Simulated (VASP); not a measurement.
Runs of VASP 6.6.1 on ZnSe (Stilleite). It takes space group F-43m (No. 216, cubic). The conventional cell has a = 5.742 Å, b = 5.742 Å, c = 5.742 Å, α = 90.00°, β = 90.00°, γ = 90.00°. Around Zn (site symmetry -43m) lie 4 Se at 2.49 Å. Se (site symmetry -43m) is surrounded by 4 Zn at 2.49 Å. 

```csv
level,potentials or basis,gap on the mesh (eV),pressure (GPa),relaxed volume (Å³/atom)
PBE,"VASP PAW PBE potentials, release 64 (Zn, Se)",(a),0.0,23.63
LDA,"VASP PAW LDA potentials, release 64 (Zn, Se)",(b),0.0,-
PBEsol,"VASP PAW PBE potentials, release 64 (Zn, Se)",1.23,0.0,-
PBE+D3(BJ),"VASP PAW PBE potentials, release 64 (Zn, Se)",1.30,0.0,22.69
```

Alike in all rows: task relaxation of cell and atoms; no spin polarisation; cell relaxed; k mesh 8 × 8 × 8; cutoff (eV) 600; smearing gaussian 0.03 eV.

Fill in the values left out.

(a) 1.14; (b) 1.27.

Caveats: the relaxation stopped at its first step, so nothing moved (some runs); the PAW data sets were made with another functional, which shifts forces and pressure a little (some runs).

A k mesh can miss the band edges, and the runs leave out spin-orbit coupling on Se.
